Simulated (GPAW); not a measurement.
Ta, 1 atom in the cell. Symmetry: Im-3m, No. 229, cubic system. The conventional cell has a = 3.303 Å, b = 3.303 Å, c = 3.303 Å, α = 90.00°, β = 90.00°, γ = 90.00°. Ta (site symmetry m-3m) has 8 Ta at 2.86 Å as nearest neighbours. 

```yaml
Program: GPAW 26.7.0
Task: equation of state
Functional: PBE
Potentials_or_basis: GPAW PAW data sets (gpaw-data 1.2.1)
Cutoff: 600 eV
Basis: pw
k_mesh: 11 × 11 × 11
Occupations: fermi-dirac, width 0.05 eV
Spin: no spin polarisation
Maxiter: 150
Eos_scales: "[0.94, 0.96, 0.98, 1.0, 1.02, 1.04, 1.06]"
```

Potentials or basis: GPAW PAW data sets (gpaw-data 1.2.1), pw.

Launch:

```bash
$ OMP_NUM_THREADS=1 python run.py
```

Hardware: 1 thread of Arm Neoverse N1, on a shared host.

Estimate the wall time of this run.

It took 120 s on 1 thread of Arm Neoverse N1, on a shared host, peak memory 0.19 GiB. Counts: scf iterations 56, plane waves 577, bands 15, k points 56.
